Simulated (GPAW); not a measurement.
Write an ASE script for GPAW 26.7.0 that does the following.

```yaml
Task: equation of state
Functional: BP86
Potentials_or_basis: PAW data sets generated in the run's folder for this functional
Cutoff: 600 eV
Basis: pw
k_mesh: 8 × 8 × 8
Occupations: fermi-dirac, width 0.05 eV
Spin: no spin polarisation
Maxiter: 150
Eos_scales: "[0.94, 0.96, 0.98, 1.0, 1.02, 1.04, 1.06]"
```

The structure of Ca lies in Ca.cif:

```cif
data_Ca
_cell_length_a 3.95159554
_cell_length_b 3.95159554
_cell_length_c 3.95159554
_cell_angle_alpha 60.00000000
_cell_angle_beta 60.00000000
_cell_angle_gamma 60.00000000
_space_group_name_H-M_alt 'P1'
_space_group_name_Hall 'P 1'
_space_group_IT_number 1
loop_
_space_group_symop_operation_xyz
'x,y,z'
loop_
_atom_site_label
_atom_site_type_symbol
_atom_site_symmetry_multiplicity
_atom_site_Wyckoff_symbol
_atom_site_fract_x
_atom_site_fract_y
_atom_site_fract_z
_atom_site_occupancy
Ca1 Ca 1 a 0.0000000000 0.0000000000 0.0000000000 1
```

These files were run (other wordings do the same):

run.py

```python
from ase.eos import EquationOfState
from ase.io import Trajectory, read
from ase.units import GPa
from gpaw import GPAW, PW, setup_paths

setup_paths.insert(0, '.')

atoms = read('Ca.cif')

traj = Trajectory('eos.traj', 'w')
volumes, energies = [], []
for x in [0.94, 0.96, 0.98, 1.0, 1.02, 1.04, 1.06]:
    a = atoms.copy()
    a.set_cell(atoms.cell * x**(1 / 3), scale_atoms=True)
    calc = GPAW(mode=PW(600),
                xc='GGA_X_B88+GGA_C_P86',
                kpts={'size': (8, 8, 8), 'gamma': True},
                occupations={'name': 'fermi-dirac', 'width': 0.05},
                nbands=12,
                convergence={'density': 1e-05, 'energy': 1e-05},
                maxiter=150,
                txt=f'eos-{x:.2f}.txt')
    a.calc = calc
    energies.append(a.get_potential_energy(force_consistent=True))
    volumes.append(a.get_volume())
    p = -a.get_stress()[:3].mean() / GPa
    calc.write(f'eos-{x:.2f}.gpw')
    traj.write(a)
    print(f'{x:.2f} {volumes[-1]:10.4f} A^3 {energies[-1]:14.6f} eV {p:9.3f} GPa', flush=True)

v0, e0, B = EquationOfState(volumes, energies, eos='birchmurnaghan').fit()
print(f'V0 = {v0:.4f} A^3, E0 = {e0:.6f} eV, B0 = {B / GPa:.2f} GPa')
```

Potentials or basis: PAW data sets generated in the run's folder for this functional, pw.

Launch:

```console
$ gpaw-setup -f GGA_X_B88+GGA_C_P86 Ca
$ OMP_NUM_THREADS=1 python run.py
```

Results of the run:

```
Equilibrium volume                      : 41.75 Å³/atom
Bulk modulus                            : 17.0 GPa
Pressure derivative of the bulk modulus : 3.1 (rough: it moves with the points fitted)
```

It took 90 s on 1 thread of Arm Neoverse V1, on a shared host, peak memory 0.24 GiB.
